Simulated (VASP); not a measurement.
# Pb: relaxation of cell and atoms with PBE+D3(BJ)

Pb:

```
Pb
1.0
     0.00000    2.47502    2.47502
     2.47502    0.00000    2.47502
     2.47502    2.47502    0.00000
Pb
1
Direct
  0.00000 0.00000 0.00000
```

```json
{
  "Program": "VASP 6.6.1",
  "Task": "relaxation of cell and atoms",
  "Functional": "PBE",
  "Dispersion": "D3(BJ)",
  "Potentials or basis": "VASP PAW PBE potentials, release 64 (Pb_d)",
  "Cutoff": "600 eV",
  "k mesh": "8 × 8 × 8",
  "Occupations": "fermi-dirac, width 0.05 eV",
  "Spin": "no spin polarisation",
  "Ladder": "gaps",
  "Further INCAR settings": "ALGO = Fast; EDIFF = 1e-06; IBRION = 2; EDIFFG = -0.005; NSW = 40; ISIF = 3"
}
```

```json
{
 "Relaxed volume": "30.56 Å³/atom",
 "Relaxed cell": "a = 3.510 Å, b = 3.510 Å, c = 3.510 Å, α = 60.00°, β = 60.00°, γ = 60.00°",
 "Space group after relaxing (to 0.05 Å)": "Fm-3m (No. 225)",
 "Energy gained by relaxing": "0.3 meV/atom",
 "Ionic steps": "9",
 "Pressure after relaxing": "0.0 GPa",
 "Band gap on the k mesh": "none (metal or under the smearing width)",
 "Dispersion energy per atom": "-0.406 eV"
}
```

The path:
```tsv
step	energy change (eV)	largest force (eV/Å)	pressure (GPa)	volume (Å³)
1	0.0000	0.0000	0.44	30.32
2	-0.0002	0.0000	-0.14	30.69
3	-0.0003	0.0000	-0.09	30.56
4	-0.0003	0.0000	0.05	30.52
5	-0.0003	0.0000	0.08	30.54
6	-0.0003	0.0000	0.06	30.55
7	-0.0003	0.0000	0.03	30.56
8	-0.0003	0.0000	0.06	30.56
9	-0.0003	0.0000	0.02	30.56
```

Final structure:
```yaml
crystal:
  lattice:
    - [0.00000, 2.48160, 2.48160]
    - [2.48160, 0.00000, 2.48160]
    - [2.48160, 2.48160, 0.00000]
  atoms:
    - { symbol: Pb, position: [0.00000, 0.00000, 0.00000] }
```

Levels at points of the mesh, in eV from the Fermi level:
| k point | band 4 | band 5 | band 6 | band 7 | band 8 | band 9 | band 10 | band 11 |
| --- | --- | --- | --- | --- | --- | --- | --- | --- |
| (0.00, 0.00, 0.00) | -16.88 | -16.88 | -11.66 | 7.40 | 7.40 | 7.40 | 9.80 | 11.28 |
| (0.50, 0.00, 0.00) | -16.75 | -16.75 | -8.08 | -4.12 | 5.58 | 5.58 | 9.28 | 9.44 |
| (0.50, 0.50, 0.00) | -16.72 | -16.72 | -6.68 | -3.20 | 2.09 | 2.09 | 5.40 | 6.67 |

Run time: 42 s on 1 thread of Intel(R) Xeon(R) Platinum 8375C CPU @ 2.90GHz (Ice Lake) (shared host), peak memory 0.17 GiB.

The cell as given is a measured one (30.32 Å³/atom); PBE+D3(BJ) puts the equilibrium volume +0.8 % from it, thermal expansion not counted.

Caveat: pairwise dispersion overbinds metals, which lowers pressure and volume. Spin-orbit coupling is left out, which matters for the levels of Pb.
